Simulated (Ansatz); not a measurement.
# LiF: what symmetry allows forces and stress to be

```
Li F
1.0
     2.88491    0.00000    0.00000
    -1.44245    2.49840    0.00000
     0.00000    0.00000    4.81929
Li F
2 2
Direct
  0.33333 0.66667 0.36035
  0.66667 0.33333 0.86035
  0.33333 0.66667 0.01465
  0.66667 0.33333 0.51465
```

All numbers below come from DFT PBE, scalar-relativistic, plane waves, PAW in Ansatz 0.2.0.

Plane waves to 420 eV, a k mesh through Γ of 9×9×6 on the computed 4-atom cell and Gaussian smearing (0.02 eV); no spin polarisation.

This distorted cell has space group P6_3mc, with 12 operations.

Q: Without a calculation: in which directions can each atom feel a force?

A: A force must be left unchanged by every operation that keeps its atom in place, so it lies in the space that those operations leave fixed. Atoms that the group maps onto each other feel forces of one size.
| atom | site symmetry | operations at the site | equivalent to atom | allowed force (Cartesian) |
| --- | --- | --- | --- | --- |
| Li1 | 3m. | 6 | 1 | along (0.00, 0.00, 1.00) |
| Li2 | 3m. | 6 | 1 | along (0.00, 0.00, 1.00) |
| F3 | 3m. | 6 | 3 | along (0.00, 0.00, 1.00) |
| F4 | 3m. | 6 | 3 | along (0.00, 0.00, 1.00) |

That leaves 2 independent force components of 12, tied by 1 condition that the forces sum to zero, so 1 remains. A relaxation in this cell that keeps the symmetry moves the atoms in these directions alone.

Q: And the stress tensor?

A: It must be invariant under the point group, which leaves 2 independent components: yz, xz, xy vanish; xx = yy.

Q: Do the computed values obey this?

A: Yes. Forces (eV/Å):
```
Li1  0.000  0.000  0.961
Li2  0.000  0.000  0.961
F3   0.000  0.000 -0.961
F4   0.000  0.000 -0.961
```

Stress (GPa, compression positive, xx yy zz yz xz xy): 10.99 10.99 20.94 0.00 0.00 0.00. The program imposes the same operations on density, forces and stress, so this confirms the analysis and is no independent test of the calculation.

This wurtzite form isn't the usual stable structure of the compound.